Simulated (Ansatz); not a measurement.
# BN: the cost of one run

Method: DFT PBE, scalar-relativistic, plane waves, PAW, in Ansatz 0.2.0.

11 further runs of the same task are left out: 11 set aside as unsound or not needed.

## Step 1: The system as given

It takes space group P6_3mc (No. 186, hexagonal). Conventional cell: a = 2.555 Å, b = 2.555 Å, c = 4.225 Å, α = 90.00°, β = 90.00°, γ = 120.00°. Around B (site symmetry 3m) lie 4 N at 1.57 to 1.58 Å. Around N (site symmetry 3m) lie 4 B at 1.57 to 1.58 Å.

As a file:

```
CELL_PARAMETERS angstrom
2.55462 0.00000 0.00000
-1.27731 2.21237 0.00000
0.00000 0.00000 4.22455
ATOMIC_POSITIONS crystal
B 0.66667 0.33333 0.99981
B 0.33333 0.66667 0.49981
N 0.66667 0.33333 0.62519
N 0.33333 0.66667 0.12519
```

It goes back to an entry of the Materials Project, which need not be the stable form.

This cell was relaxed beforehand with the same method: volume 5.97 Å³/atom, gap on the mesh 5.23 eV.

## Step 2: The scan

The energy is mapped over a normal mode and a strain (zone-centre modes of the cell shown) (x along [1 0 0], y along [1 2 0], z along [0 0 1] of the conventional cell).

First coordinate, amplitude of mode 4 (472 cm⁻¹), largest displacement in the unstrained cell: 11 values from −0.125 Å. Second coordinate, strain +e along z and -e/2 along x and y: 7 values from −7.00 %.

Nothing else is relaxed (the pattern is fixed in fractional coordinates). Energies count from the relaxed high-symmetry cell. Points are written as (first, second).

The modes come from a phonon run on the reference cell, made beforehand.

Displacement patterns for an amplitude of 1 (Å):

| atom | x1 | y1 | z1 |
| --- | --- | --- | --- |
| B1 | 0.934 | 0.000 | 0.000 |
| B2 | -0.934 | 0.000 | 0.000 |
| N3 | -1.000 | 0.000 | 0.000 |
| N4 | 1.000 | 0.000 | 0.000 |

## Step 3: The run at (−0.100 Å, −7.00 %)

input.yaml

```yaml
crystal:
  lattice:
    - [2.6440331621, 0.0, 0.0]
    - [-1.3220165811, 2.2897998868, 0.0]
    - [0.0, 0.0, 3.9288309978]
  atoms:
    - { symbol: B, position: [0.630100032, 0.3333333333, 0.9998064453] }
    - { symbol: B, position: [0.369899968, 0.6666666667, 0.4998064453] }
    - { symbol: "N", position: [0.7058114102, 0.3333333333, 0.6251935547] }
    - { symbol: "N", position: [0.2941885898, 0.6666666667, 0.1251935547] }
basis:
  ecutwfc: 520.0
kpoints:
  mp_grid: { grid: [12, 12, 6] }
hamiltonian:
  xc: pbe
scf:
  occupations: { method: gaussian, width: 0.05 }
output:
  forces: true
  stress: true
  eigenvalues: true
  write_density: true
  write_potential: true
  elf: true
  volumetric_format: npy
```

The run is started by

```
$ ansatz run input.yaml --threads 1 --pin off --max-ram 2048MiB --backend cpu --events-out ev --progress --plain --runs-dir out
```

What time and memory should one allow on 1 thread of Intel Xeon Platinum 8259CL at 2.50GHz (Skylake/Cascade Lake), shared host?

About 13 s, with a peak of 0.46 GiB.
